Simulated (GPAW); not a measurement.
Runs of GPAW 26.7.0 on GaAs. It takes space group F-43m (No. 216, cubic). Conventional cell: a = 5.654 Å, b = 5.654 Å, c = 5.654 Å, α = 90.00°, β = 90.00°, γ = 90.00°. As (site symmetry -43m) has 4 Ga at 2.45 Å as nearest neighbours. Ga (site symmetry -43m) is surrounded by 4 As at 2.45 Å. 

| task | level | potentials or basis | cell | cutoff (eV) | smearing | optimizer | fmax | max steps | convergence | eigensolver | grid spacing | gap on the mesh (eV) | pressure (GPa) | relaxed volume (Å³/atom) |
| --- | --- | --- | --- | --- | --- | --- | --- | --- | --- | --- | --- | --- | --- | --- |
| relaxation of cell and atoms | PBE+D4 | GPAW PAW data sets (gpaw-data 1.2.1), pw | relaxed | 600 | fermi-dirac 0.05 eV | LBFGS | 0.02 eV/Å | 60 | density=1e-05 forces=0.0001 | - | - | (b) | 0.0 | 22.99 |
| relaxation of cell and atoms | BLYP+D4 | PAW data sets generated in the run's folder for this functional, pw | relaxed to 10 GPa | 600 | fermi-dirac 0.05 eV | LBFGS | 0.02 eV/Å | 100 | density=1e-05 forces=0.0001 | davidson | - | 1.15 | 9.9 | - |
| single point | PBE | GPAW PAW data sets (gpaw-data 1.2.1), pw | as given | 600 | gaussian 0.026 eV | - | - | - | - | - | - | 0.59 | 4.3 | - |
| relaxation of cell and atoms | RPBE+D3(BJ) | the program's PAW data sets (release 1.2.1) made for this functional, pw | relaxed | 600 | fermi-dirac 0.05 eV | BFGS | 0.02 eV/Å | 40 | density=1e-05 forces=0.0001 | - | - | (a) | 0.0 | 21.19 |
| band structure | PBE | GPAW PAW data sets (gpaw-data 1.2.1), fd | as given | - | fermi-dirac 0.05 eV | - | - | - | - | - | 0.2 Å | 0.59 | - | - |
| single point | PBE | GPAW PAW data sets (gpaw-data 1.2.1), pw | as given | 600 | gaussian 0.018 eV | - | - | - | - | - | - | 0.59 | 4.3 | - |
| single point | PBE | GPAW PAW data sets (gpaw-data 1.2.1), pw | as given | 600 | gaussian 0.016 eV | - | - | - | - | - | - | 0.59 | 4.3 | - |

Alike in all rows: no spin polarisation; k mesh 8 × 8 × 8.

Estimate the missing entries.

(a) 1.21; (b) 0.45.

Caveats: later steps reuse the first step's grids (some runs); the real-space grid adds noise to forces (some runs).

A k mesh can miss the band edges, and the runs leave out spin-orbit coupling on As, Ga.
